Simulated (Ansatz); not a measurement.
The system is SnO.

```
Sn O
1.0
     3.81370    0.00000    0.00000
     0.00000    3.81370    0.00000
     0.00000    0.00000    4.88691
Sn O
2 2
Direct
  0.50000 0.00000 0.76463
  0.00000 0.50000 0.23537
  0.00000 0.00000 0.00000
  0.50000 0.50000 0.00000
```

The cell is a database's computed one.

```yaml
Program: Ansatz 0.2.0
Task: relaxation of cell and atoms
Functional: rPW86-PBE
Dispersion: rVV10
Potentials_or_basis: Ansatz PAW
Cutoff: "420 eV (not typed: the program's choice for these potentials)"
k_mesh: 7 × 7 × 6
Occupations: fermi-dirac, width 0.05 eV
Spin: no spin polarisation
```

At the start: volume 17.77 Å³/atom.

Question: How do energy, volume and symmetry change on relaxing?

Answer: It ends after 6 steps and the volume is 18.69 Å³/atom (+5.2 %); space group P4/nmm (No. 129, to 0.05 Å).

The path:
```csv
step,energy change (eV),largest force (eV/Å),volume (Å³)
1,0.0000,0.6555,71.08
2,-0.0449,0.0488,74.97
3,-0.0471,0.0017,74.46
4,-0.0593,0.0047,74.46
5,-0.0588,0.0015,74.74
6,-0.0596,0.0019,74.74
```

Final structure:
```
Sn O
1.0
     3.88996    0.00000    0.00000
     0.00000    3.88996    0.00000
     0.00000    0.00000    4.93935
Sn O
2 2
Cartesian
  1.9450 0.0000 3.7749
  0.0000 1.9450 1.1645
  0.0000 0.0000 0.0000
  1.9450 1.9450 0.0000
```

Caveat: the plane-wave basis is chosen anew once the cell has moved, so the energies of steps on either side of that aren't comparable; the pressure holds a Pulay correction of +0.4 GPa for the finite cutoff; the PAW data sets come from PBE, with cores solved anew for the run's functional, which leaves a small shift of forces and pressure.
